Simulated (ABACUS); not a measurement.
# Pt under changes of volume

One of the cells (15.080 Å³/atom); the others are scaled copies at fixed shape and fractional positions:

```xyz
1
Lattice="0.0000 1.9609 1.9609 1.9609 0.0000 1.9609 1.9609 1.9609 0.0000" Properties=species:S:1:pos:R:3 pbc="T T T"
Pt    0.0000    0.0000    0.0000
```

| Property | Result |
| --- | --- |
| Program | ABACUS 3.10.1 |
| Functional | PBEsol |
| Potentials or basis | PseudoDojo NC SR 0.4.1 PBEsol standard |
| Cutoff | 1143 eV |
| Density cutoff | 4572 eV |
| Basis | plane waves |
| k mesh | 12 × 12 × 12 |
| Occupations | fermi-dirac, width 0.05 eV |
| Spin | no spin polarisation |

```tsv
volume (Å³/atom)	energy over the lowest point (meV/atom)	pressure (GPa)
14.175	?	?
14.477	18.51	11.6
14.778	3.25	4.8
15.080	0.00	-1.2
15.381	7.36	-6.5
15.683	24.08	-11.1
15.985	49.03	-15.2
```

Q: What does the run at 14.175 Å³/atom give?

A: Energy over the lowest point 47.37 meV/atom; pressure 19.3 GPa.

Worked out: A Birch-Murnaghan fit of order 3 (a polynomial in V^(-2/3)) to the other rows has its minimum at 15.02 Å³/atom with B0 = V·E''(V) = 288 GPa and B' = 5.4. It gives 47.54 meV/atom at 14.175 Å³/atom, against the run's 47.37, and -dE/dV = 19.4 GPa, against 19.3.

Energies are extrapolated to zero smearing.
